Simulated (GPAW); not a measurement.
# LiCl (Fm-3m): G0W0 with GPAW, start to end, part 2 of 2

How does a plane-wave GW calculation on LiCl (Fm-3m) run from the first input to the gap?

GPAW 26.7.0; LDA and many-body steps on it, plane waves. Known limits of the many-body steps: not at the basis limit; coarse k mesh.

So far. Step 3 (Bands along the symmetry lines): The gap is 5.936 eV, −0.005 eV from the run before at this level. Step 4 (Empty states on the mesh, 4×4×4 mesh, 151 bands): On this mesh the gap is 5.941 eV.

**5. Screening and self-energy, 4×4×4 mesh, 141 bands, screening to 150 eV**

Now the one-shot GW correction: screening in the RPA, then the self-energy of the levels asked for.

This step: G0W0 on LDA, plane waves, PAW.

run.py reads:

```python
import json
import numpy as np
from gpaw.mpi import world
from gpaw.response.g0w0 import G0W0

gw = G0W0('full.gpw',
    filename='gw',
    kpts=[0],
    bands=(2, 6),
    ecut=150,
    nbands=141,
    integrate_gamma='WS',
    ppa=True)
gw.calculate()
res = {mode: {k: v for k, v in r.items() if k != 'sigma_eskwn'}
       for mode, r in gw.all_results.items()}

if world.rank == 0:
    with open('result.json', 'w') as f:
        json.dump(res, f, default=lambda x: x.tolist())
```

Started as:

```bash
> mpirun -n 8 gpaw python run.py
```

Numbers of over 12 decimals in the logs are rounded to 6 here.

Log:

```text
Using integrator: PointIntegrator
FrequencyGridDescriptor(from 0.000+0.000j to 0.000+27.211j eV, 2 points)
Nonperiodic BCs:  [False False False]
Using integrator: PointIntegrator
FrequencyGridDescriptor(from 0.000+0.000j to 0.000+27.211j eV, 2 points)
Nonperiodic BCs:  [False False False]
  ___  _ _ _
 |   || | | |
 | | || | | |
 |__ ||_____|
 |___|

BZ k-points: Symmetries present (total): 48

  [... matrices ...]
64 k-points: 4 x 4 x 4 Monkhorst-Pack grid + [1/8,1/8,1/8]
8 k-points in the irreducible part of the Brillouin zone
       k-points in crystal coordinates                weights
   0:     0.00000000    0.00000000    0.00000000          1/64
   1:     0.25000000    0.25000000    0.00000000          6/64
   2:     0.25000000    0.25000000    0.25000000          8/64
   3:     0.50000000    0.25000000   -0.25000000          6/64
   4:     0.50000000    0.25000000    0.25000000         12/64
   5:     0.50000000    0.50000000    0.00000000          3/64
   6:     0.50000000    0.50000000    0.25000000         24/64
   7:     0.50000000    0.50000000    0.50000000          4/64

Distributing spins, k-points and bands (1 x 1 x 4) over 8 processes
Number of blocks: 1

Quasi particle states:
k-points (IBZ indices): [0]
Band range: (2, 6)
  [... matrices ...]
Computational parameters:
Plane wave cut-off: 150 eV
Number of bands: 141
Coulomb cutoff: None
Broadening: 0.1 eV

fxc modes: GW
Kernel: RPA
Using Godby-Needs plasmon-pole approximation:
  Fitting energy: i*E0, E0 = 1.000 Hartree
Summing all q:

Calculating screened Coulomb potential
No Coulomb truncation
FrequencyGridDescriptor(from 0.000+0.000j to 0.000+27.211j eV, 2 points)
Removing empty qpoint cache files...

Calculating chi0 body with:
    Ground state adapter containing:
    Number of spins: 1
    Number of kpoints: 64
    Number of irreducible kpoints: 8
    Number of completely occupied states: 4
    Number of partially occupied states: 4
    Occupied states memory: 0.565247 M / cpu

    Linear response parametrization:
    q_c: [0.0, 0.0, 0.0]
    Number of frequency points: 2
    Planewave cutoff: 150.0
    Number of bands: 141
    Number of planewaves: 137
    Broadening (eta): 1e-06
    comm.size: 8
    kncomm.size: 8
    blockcomm.size: 1

    Memory estimate of potentially large arrays:
        chi0_wGG: 0.572784 M / cpu
Integrating chi0 body.

Symmetries of q_c:
    Direct symmetries (Uq -> q): 48
    Indirect symmetries (TUq -> q): 0
In total 48 allowed symmetries.

  [... matrices ...]
8 groups of equivalent kpoints. 87.5% reduction.

Integral kind: response function
Integrating chi0 head and wings.

Symmetries of q_c:
    Direct symmetries (Uq -> q): 48
    Indirect symmetries (TUq -> q): 0
In total 48 allowed symmetries.

  [... matrices ...]
8 groups of equivalent kpoints. 87.5% reduction.

Integral kind: response function wings

Calculating chi0 body with:
    Ground state adapter containing:
    Number of spins: 1
    Number of kpoints: 64
    Number of irreducible kpoints: 8
    Number of completely occupied states: 4
    Number of partially occupied states: 4
    Occupied states memory: 0.565247 M / cpu

    Linear response parametrization:
[... the further q-points ...]

Results:
f:      Occupation numbers
eps:     KS-eigenvalues [eV]
vxc:     KS vxc [eV]
exx:     Exact exchange [eV]
sigma:   Self-energies [eV]
dsigma:  Self-energy derivatives
Z:       Renormalization factors
qp:      QP-energies [eV]

k-point 0 (0): (0.000, 0.000, 0.000)                GW
band       f     eps     vxc     exx   sigma  dsigma       Z      qp
                                                                   GW
   2   1.000   0.480 -17.216 -21.254   2.040  -0.242   0.805  -1.128
   3   1.000   0.480 -17.216 -21.254   2.040  -0.242   0.805  -1.128
   4   0.000   6.421 -11.221  -6.366  -3.524  -0.182   0.846   7.547
   5   0.000  12.096 -10.099  -4.487  -3.862  -0.181   0.847  13.578
```

Wall time 19 s (8 MPI ranks of Arm Neoverse V1, shared host); peak memory 1.7 GiB.

Numbers from this step:

* G0W0 gap on the points computed: 8.675 eV
* least direct G0W0 gap on the computed points: 8.675 eV
* Z at the valence top: 0.8049
* Z at the conduction bottom: 0.8460
* starting gap on the mesh: 5.941 eV
* k of the valence top: 0, 0, 0
* k of the conduction bottom: 0, 0, 0

The gap on the mesh goes from 5.94 eV to 8.67 eV, a correction of +2.73 eV.

Limits: finite bands, cutoff and mesh; coarse k mesh. v1 is the top filled band, c1 the lowest empty one. The levels before and after the correction (eV, zero at the valence-band top of each column):

```tsv
	conduction bottom	valence top
Kohn-Sham	5.94	0.00
G0W0	8.67	0.00
```

```tsv
	level	energy (eV)
Kohn-Sham	Γ v2-v1	0.000
Kohn-Sham	Γ c1	5.941
Kohn-Sham	Γ c2	11.616
G0W0	Γ v2-v1	0.000
G0W0	Γ c1	8.675
G0W0	Γ c2	14.706
```

**6. Where the time went**

Times are wall times on 8 MPI ranks of Arm Neoverse V1, shared host, good to a factor of about two.

```tsv
step	time	share	memory (GiB)
ground state	4.7 s	14 %	1.1
bands along the symmetry lines	5.2 s	15 %	1.2
empty states on the mesh	5.9 s	17 %	1.8
screening and self-energy	19 s	54 %	1.7
```

**7. Summary of results**

```
LDA gap              : 5.94 eV, indirect (only 5 meV under the direct gap)
G0W0 gap on the mesh : 8.67 eV
GW settings          : 4×4×4 mesh, 141 bands, screening to 150 eV, Godby-Needs plasmon pole
known limits         : not at the basis limit; coarse k mesh
```

**Reading.** G0W0 moves the gap on the mesh from 5.94 eV to 8.67 eV (+2.73 eV), with Z of 0.80 and 0.85 at the edges. Only 1 of the mesh's irreducible points was corrected, so a valley elsewhere could overtake. The dearest step here is «screening and self-energy». Bands and cutoff are finite, so the gap is not at the basis limit. The miss can reach some tenths of an eV and take either sign; the mesh is an error of its own. These stock PAW sets were not made for GW. In the G0W0 run levels were corrected at 1 k point alone, so a gap called «on the mesh» is the least over those, and an edge elsewhere would be missed. The 4×4×4 mesh is coarse for this cell, which bears on the long-range parts of exchange and screening.

[Paths, hosts, dates, memory and timing lines, banners, echoed tables and standing remarks are left out of the program output.]

[Logs are printed without paths, hosts, clocks, repeated set-up lines and the standing remarks that a program may print on its own settings, such as how far it seeks lower states.]

[Runs of the session that timed out or met a known fault of the program may be left out.]

[Hosts, paths, dates, database ids (printed as entryN), source tags and the programs' standing remarks are cut or masked in the printed files.]
